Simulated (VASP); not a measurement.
## Input and output of a VASP r²SCAN single-point calculation on CdS (strained zincblende)

INCAR

```
LWAVE = .FALSE.
LCHARG = .TRUE.
LELF = .TRUE.
IBRION = -1
ALGO = Normal
NBANDS = 16
LREAL = .FALSE.
PREC = Accurate
METAGGA = R2SCAN
SIGMA = 0.01
ENCUT = 520
NELM = 120
EDIFF = 1E-7
ISIF = 2
ISMEAR = 0
LASPH = .TRUE.
NSW = 0
```

KPOINTS

```
KPOINTS created by Atomic Simulation Environment
0
Gamma
8 8 8
0 0 0
```

KPOINTS_OPT

```
special points
6
Reciprocal
0.0000000000 0.0000000000 0.0000000000 1
-0.5000000000 -0.5000000000 0.0000000000 1
-0.3750000000 -0.3750000000 0.2500000000 1
-0.3750000000 0.0000000000 0.3750000000 1
0.0000000000 0.0000000000 0.5000000000 1
-0.5000000000 -0.2500000000 0.2500000000 1
```

POSCAR

```
Cd S
 1.0000000000000000
     0.0000000000000000    3.0273912883000000    2.7995997332000000
     3.0273912883000000    0.0000000000000000    2.7995997332000000
     3.0273912883000000    3.0273912883000000    0.0000000000000000
 Cd  S
   1   1
Cartesian
  0.0000000000000000  0.0000000000000000  0.0000000000000000
  1.5136956441500000  1.5136956441500000  1.3997998666000000
```

VASP ran with the recommended PBE PAW datasets (18 valence electrons in the cell).

Command

```
mpirun -np 1 vasp_std
```

OSZICAR

```
N       E                     dE             d eps       ncg     rms          rms(c)
DAV:   1     0.810141540478E+02    0.81014E+02   -0.91404E+03  1936   0.104E+03
DAV:   2    -0.305825106388E+02   -0.11160E+03   -0.10538E+03  2264   0.255E+02
DAV:   3    -0.348497664508E+02   -0.42673E+01   -0.42563E+01  2384   0.523E+01
DAV:   4    -0.348752394895E+02   -0.25473E-01   -0.25471E-01  2352   0.396E+00
DAV:   5    -0.348755810975E+02   -0.34161E-03   -0.34160E-03  2384   0.432E-01    0.721E+00
DAV:   6    -0.296878704220E+02    0.51877E+01   -0.31905E+00  1952   0.260E+01    0.861E+00
DAV:   7    -0.296555527954E+02    0.32318E-01   -0.29055E-01  2448   0.545E+00    0.526E+00
DAV:   8    -0.296706442689E+02   -0.15091E-01   -0.60917E-02  2296   0.272E+00    0.120E+00
DAV:   9    -0.296748515145E+02   -0.42072E-02   -0.62482E-03  2488   0.673E-01    0.184E-01
DAV:  10    -0.296751069595E+02   -0.25544E-03   -0.23758E-03  2328   0.494E-01    0.169E-01
DAV:  11    -0.296750475274E+02    0.59432E-04   -0.15026E-04  2264   0.177E-01    0.980E-02
DAV:  12    -0.296750254065E+02    0.22121E-04   -0.17651E-04  2328   0.148E-01    0.393E-02
DAV:  13    -0.296750243213E+02    0.10852E-05   -0.36038E-06  2336   0.250E-02    0.631E-03
DAV:  14    -0.296750239810E+02    0.34036E-06   -0.26467E-07  2392   0.532E-03    0.192E-03
DAV:  15    -0.296750239210E+02    0.59937E-07   -0.34371E-08  1408   0.137E-03
   1 F= -.29675024E+02 E0= -.29675024E+02  d E =-.966188E-20
       N       E                     dE             ncg
DAV:   1     0.174869585619E+04   -0.29783E+04      200
DAV:   2     0.110390328476E+04   -0.64479E+03      240
DAV:   3     0.108012821318E+04   -0.23775E+02      240
DAV:   4     0.107999280450E+04   -0.13541E+00      248
DAV:   5     0.107999102037E+04   -0.17841E-02      256
DAV:   6     0.107999098677E+04   -0.33591E-04      224
DAV:   7     0.107999098599E+04   -0.78306E-06      288
DAV:   8     0.107999098597E+04   -0.19401E-07      168
```

From OUTCAR

```
k-points           NKPTS =     59   k-points in BZ     NKDIM =     59   number of bands    NBANDS=     16

   NELECT =      18.0000    total number of electrons

   dimension x,y,z NGX =    32 NGY =   32 NGZ =   32
   dimension x,y,z NGXF=    64 NGYF=   64 NGZF=   64

  energy-cutoff  :      520.00
  volume of cell :       51.32
      direct lattice vectors                 reciprocal lattice vectors
     0.000000000  3.027391288  2.799599733    -0.165158697  0.165158697  0.178596959
     3.027391288  0.000000000  2.799599733     0.165158697 -0.165158697  0.178596959
     3.027391288  3.027391288  0.000000000     0.165158697  0.165158697 -0.178596959

 k-points in reciprocal lattice and weights: KPOINTS created by Atomic Simulation Env
   0.00000000  0.00000000  0.00000000       0.002
   0.12500000  0.00000000  0.00000000       0.016
   0.25000000  0.00000000  0.00000000       0.016
   0.37500000  0.00000000  0.00000000       0.016
   0.50000000  0.00000000  0.00000000       0.008
   0.12500000  0.12500000  0.00000000       0.004
   0.25000000  0.12500000  0.00000000       0.016
   0.37500000  0.12500000  0.00000000       0.016
   ...

 E-fermi :   0.9470

 k-point     1 :       0.0000    0.0000    0.0000
  band No.  band energies     occupation
      1     -11.8914      2.00000
      2      -7.0948      2.00000
      3      -7.0948      2.00000
      4      -7.0542      2.00000
      5      -6.6366      2.00000
      6      -6.6133      2.00000
      7       0.6882      2.00000
      8       0.6882      2.00000
      9       0.8881      2.00000
     10       2.2627      0.00000
     11       7.8791      0.00000
     12       7.8808      0.00000
     13       7.8808      0.00000
     14      12.1918      0.00000
     15      12.4487      0.00000
     16      13.0851      0.00000

 k-point     2 :       0.1250    0.0000    0.0000
  band No.  band energies     occupation
      1     -11.8327      2.00000
      2      -7.0742      2.00000
      3      -7.0578      2.00000
      4      -7.0152      2.00000
      5      -6.6343      2.00000
      6      -6.6161      2.00000
      7      -0.2081      2.00000
      8       0.5616      2.00000
      9       0.7256      2.00000
     10       3.0640      0.00000
     11       7.5203      0.00000
     12       8.0380      0.00000
     13       8.1356      0.00000
     14      11.7062      0.00000
     15      12.1872      0.00000
     16      13.3018      0.00000

 k-point     3 :       0.2500    0.0000    0.0000
  band No.  band energies     occupation
      1     -11.6903      2.00000
      2      -7.0310      2.00000
      3      -6.9999      2.00000
      4      -6.8375      2.00000
      5      -6.6202      2.00000
      6      -6.6156      2.00000
      7      -1.6474      2.00000
      8       0.2744      2.00000
      9       0.4920      2.00000
     10       3.9035      0.00000
     11       7.3866      0.00000
     12       8.1825      0.00000
     13       8.5988      0.00000
     14      11.7383      0.00000
     15      11.7482      0.00000
     16      12.7978      0.00000

 k-point     4 :       0.3750    0.0000    0.0000
  band No.  band energies     occupation
      1     -11.5479      2.00000
      2      -6.9995      2.00000
      3      -6.9574      2.00000
      4      -6.6252      2.00000
      5      -6.5906      2.00000
      6      -6.4907      2.00000
      7      -2.9072      2.00000
      8       0.0070      2.00000
      9       0.2779      2.00000
     10       4.1329      0.00000
     11       8.0105      0.00000
     12       8.0503      0.00000
     13       8.7796      0.00000
     14      11.9175      0.00000
     15      12.8832      0.00000
     16      12.8987      0.00000

 k-point     5 :       0.5000    0.0000    0.0000
  band No.  band energies     occupation
      1     -11.4893      2.00000
      2      -6.9903      2.00000
      3      -6.9432      2.00000
      4      -6.6111      2.00000
      5      -6.5733      2.00000
      6      -6.2732      2.00000
      7      -3.4729      2.00000
      8      -0.0995      2.00000
      9       0.1930      2.00000
     10       4.1297      0.00000
     11       7.9538      0.00000
     12       8.4785      0.00000
     13       8.7314      0.00000
     14      12.1463      0.00000
     15      13.5755      0.00000
     16      14.1348      0.00000

 k-point     6 :       0.1250    0.1250    0.0000
  band No.  band energies     occupation
      1     -11.8076      2.00000
      2      -7.0533      2.00000
      3      -7.0533      2.00000
      4      -7.0108      2.00000
      5      -6.6229      2.00000
      6      -6.6214      2.00000
      7      -0.0918      2.00000
      8       0.3653      2.00000
      9       0.3653      2.00000
     10       3.4215      0.00000
     11       7.0267      0.00000
     12       8.2639      0.00000
     13       8.2639      0.00000
     14      11.6721      0.00000
     15      12.3385      0.00000
     16      14.0460      0.00000

 k-point     7 :       0.2500    0.1250    0.0000
  band No.  band energies     occupation
      1     -11.6900      2.00000
      2      -7.0083      2.00000
      3      -7.0052      2.00000
      4      -6.8951      2.00000
      5      -6.6168      2.00000
      6      -6.6033      2.00000
      7      -1.2313      2.00000
      8       0.0380      2.00000
      9       0.2274      2.00000
     10       4.2334      0.00000
     11       6.6191      0.00000
     12       8.5846      0.00000
     13       8.6097      0.00000
     14      10.9844      0.00000
     15      12.4428      0.00000
     16      13.7124      0.00000

 k-point     8 :       0.3750    0.1250    0.0000
  band No.  band energies     occupation
      1     -11.5492      2.00000
      2      -6.9671      2.00000
      3      -6.9620      2.00000
      4      -6.7218      2.00000
      5      -6.5789      2.00000
      6      -6.4928      2.00000
      7      -2.4981      2.00000
      8      -0.2231      2.00000
      9      -0.0168      2.00000
     10       4.6040      0.00000
     11       7.1074      0.00000
     12       8.4983      0.00000
     13       8.5505      0.00000
     14      11.4773      0.00000
     15      13.3211      0.00000
     16      13.4839      0.00000

 k-point     9 :       0.5000    0.1250    0.0000
  band No.  band energies     occupation
      1     -11.4681      2.00000
      2      -6.9556      2.00000
      3      -6.9349      2.00000
      4      -6.6527      2.00000
      5      -6.5713      2.00000
      6      -6.2445      2.00000
      7      -3.3008      2.00000
      8      -0.2848      2.00000
      9      -0.2586      2.00000
     10       4.6398      0.00000
     11       7.5535      0.00000
     12       8.3687      0.00000
     13       8.8289      0.00000
     14      12.1095      0.00000
     15      13.9021      0.00000
     16      14.0853      0.00000

 k-point    10 :      -0.3750    0.1250    0.0000
  band No.  band energies     occupation
      1     -11.4928      2.00000
      2      -6.9668      2.00000
      3      -6.9313      2.00000
      4      -6.6225      2.00000
      5      -6.5983      2.00000
      6      -6.3525      2.00000
      7      -3.0958      2.00000
      8      -0.3465      2.00000
      9      -0.1172      2.00000
     10       4.6851      0.00000
     11       7.4953      0.00000
     12       8.3239      0.00000
     13       8.8560      0.00000
     14      12.5045      0.00000
     15      12.8486      0.00000
     16      13.8885      0.00000

 k-point    11 :      -0.2500    0.1250    0.0000
  band No.  band energies     occupation
      1     -11.6096      2.00000
      2      -7.0022      2.00000
      3      -6.9498      2.00000
      4      -6.7042      2.00000
      5      -6.6326      2.00000
      6      -6.6075      2.00000
      7      -2.0976      2.00000
      8      -0.1952      2.00000
      9       0.1970      2.00000
     10       4.5433      0.00000
     11       7.4100      0.00000
     12       8.2481      0.00000
     13       8.3758      0.00000
     14      11.1648      0.00000
     15      12.5951      0.00000
     16      14.1785      0.00000

 k-point    12 :      -0.1250    0.1250    0.0000
  band No.  band energies     occupation
      1     -11.7509      2.00000
      2      -7.0503      2.00000
      3      -6.9903      2.00000
      4      -6.9445      2.00000
      5      -6.6426      2.00000
      6      -6.6129      2.00000
      7      -0.9638      2.00000
      8       0.2449      2.00000
      9       0.4864      2.00000
     10       3.8068      0.00000
     11       7.4157      0.00000
     12       8.2038      0.00000
     13       8.2312      0.00000
     14      10.9570      0.00000
     15      11.8956      0.00000
     16      14.3663      0.00000

 ...

  Total       -0.2964951     -0.2964951      0.0970586      0.0000000      0.0000000      0.0000000
  in kB       -9.2568873     -9.2568873      3.0302702      0.0000000      0.0000000      0.0000000
  external PRESSURE =      -5.1611682 kB  Pullay stress =       0.0000000 kB

 POSITION                                       TOTAL-FORCE (eV/Angst)
 -----------------------------------------------------------------------------------
      0.00000      0.00000      0.00000         0.000000      0.000000     -0.000000
      1.51370      1.51370      1.39980        -0.000000     -0.000000      0.000000
 -----------------------------------------------------------------------------------
    total drift:                               -0.000009     -0.000009      0.000001

  FREE ENERGIE OF THE ION-ELECTRON SYSTEM (eV)
  ---------------------------------------------------
  free  energy   TOTEN  =       -29.6750239210 eV

  energy  without entropy=      -29.6750239210  energy(sigma->0) =      -29.67502392
```

- gap between bands v and c: 1.37 eV
- least direct gap: 1.37 eV
- pressure: -0.5 GPa

Band v is the last that the valence electrons fill when counted band by band, and c is the next.

The run took about 1.8 min on one core of a shared host (Intel Xeon Platinum 8488C) and held 0.22 GiB at most.
